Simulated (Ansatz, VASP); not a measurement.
# BiTe in VASP and in Ansatz

Contents of INCAR:

```
PREC = Accurate
ENCUT = 520
EDIFF = 1E-7
ISMEAR = 0
SIGMA = 0.1
LREAL = F
LASPH = T
NELM = 60
ALGO = Normal
ISIF = 2
LWAVE = F
LCHARG = F
GGA = PS
NBANDS = 18
```

The input KPOINTS:

```
Automatic mesh
0
Gamma
  12 12 12
```

Contents of POSCAR:

```
BiTe
1.0
    0.0000000000      3.0982086580      3.0982086580
    3.0982086580      0.0000000000      3.0982086580
    3.0982086580      3.0982086580      0.0000000000
Bi Te
1 1
Direct
    0.0000000000      0.0000000000      0.0000000000
    0.5000000000      0.5000000000      0.5000000000
```

Input for Ansatz:

```yaml
crystal:
  lattice:
    - [0.0, 3.098208658, 3.098208658]
    - [3.098208658, 0.0, 3.098208658]
    - [3.098208658, 3.098208658, 0.0]
  atoms:
    - { symbol: Bi, position: [0.0, 0.0, 0.0] }
    - { symbol: Te, position: [0.5, 0.5, 0.5] }
basis:
  ecutwfc: 420
kpoints:
  mp_grid: { grid: [12, 12, 12] }
hamiltonian:
  xc: pbesol
scf:
  occupations: { method: gaussian, width: 0.1 }
output:
  forces: true
  stress: true
  eigenvalues: true
```

Alike in both runs: task single point; functional PBEsol; k mesh 12 × 12 × 12; occupations gaussian, width 0.1 eV; no spin polarisation.

|  | VASP | Ansatz |
| --- | --- | --- |
| version | VASP 6.6.1 | Ansatz 0.2.0 |
| potentials or method | VASP PAW PBE potentials, release 64 (Bi_d, Te) | scalar-relativistic, plane waves, PAW |
| plane-wave cutoff (eV) | 520 | 420 |
| valence electrons in the cell | 21 | 31 |

```tsv
	VASP	Ansatz	Ansatz less VASP
gap on the k mesh at the Fermi level (eV)	none	none	-
pressure (GPa)	6.4	6.4	0.00
```

A gap of «none» marks a metal or a gap that the smearing closes. The two sets of potentials don't hold the same shells in valence.

Caveats: the PAW data sets were made with another functional, which shifts forces and pressure a little (VASP); spin-orbit coupling is left out, which moves the levels of the heavy elements.
